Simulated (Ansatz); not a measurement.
The system is HfO2.

```
Hf O
1.0
     5.55640    0.00000    0.00000
     0.00000    3.33360    0.00000
     0.00000    0.00000    6.50500
Hf O
4 8
Cartesian
  4.1600 2.5002 3.9542
  1.3964 0.8334 2.5508
  1.3818 2.5002 5.8033
  4.1746 0.8334 0.7017
  3.5533 0.8334 2.7542
  2.0031 2.5002 3.7508
  0.7751 0.8334 0.4983
  4.7813 2.5002 6.0067
  2.8937 0.8334 5.4736
  2.6627 2.5002 1.0313
  0.1155 0.8334 4.2838
  5.4409 2.5002 2.2212
```

Measurements of this composition are mostly on another form, of space group No. 14.

- Program: Ansatz 0.2.0
- Task: relaxation of cell and atoms
- Functional: PBE
- Potentials or basis: Ansatz PAW
- Cutoff: 420 eV (not typed: the program's choice for these potentials)
- k mesh: 4 × 6 × 3
- Occupations: fermi-dirac, width 0.05 eV
- Spin: no spin polarisation
- Hubbard terms: Hf d U = 8 eV

At the start: volume 10.04 Å³/atom.

Q: How do energy, volume and symmetry change on relaxing?

A: It ends after 12 steps and the volume is 11.05 Å³/atom (+10.1 %); space group Pnma (No. 62, to 0.05 Å).

The path:
```tsv
step	energy change (eV)	largest force (eV/Å)	volume (Å³)
1	0.0000	0.2715	120.49
2	-0.3720	0.5154	130.82
3	-0.4135	0.3500	129.38
4	-0.4598	0.1415	130.18
5	-0.4661	0.0511	131.18
6	-0.4668	0.0054	131.17
7	-0.5663	0.0056	131.17
8	-0.5657	0.0109	132.34
9	-0.5646	0.0023	132.57
10	-0.5723	0.0023	132.57
11	-0.5720	0.0016	132.61
12	-0.5724	0.0016	132.61
```

Final structure:
```
CELL_PARAMETERS angstrom
5.63067 0.00000 0.00000
0.00000 3.47625 0.00000
0.00000 0.00000 6.77518
ATOMIC_POSITIONS crystal
Hf 0.75762 0.75000 0.59237
Hf 0.24238 0.25000 0.40763
Hf 0.25762 0.75000 0.90763
Hf 0.74238 0.25000 0.09237
O 0.63594 0.25000 0.41258
O 0.36406 0.75000 0.58742
O 0.13594 0.25000 0.08742
O 0.86406 0.75000 0.91258
O 0.50153 0.25000 0.85030
O 0.49847 0.75000 0.14970
O 0.00153 0.25000 0.64970
O 0.99847 0.75000 0.35030
```

Caveat: the plane-wave basis is chosen anew once the cell has moved, so the energies of steps on either side of that aren't comparable; the pressure holds a Pulay correction of +0.8 GPa for the finite cutoff.
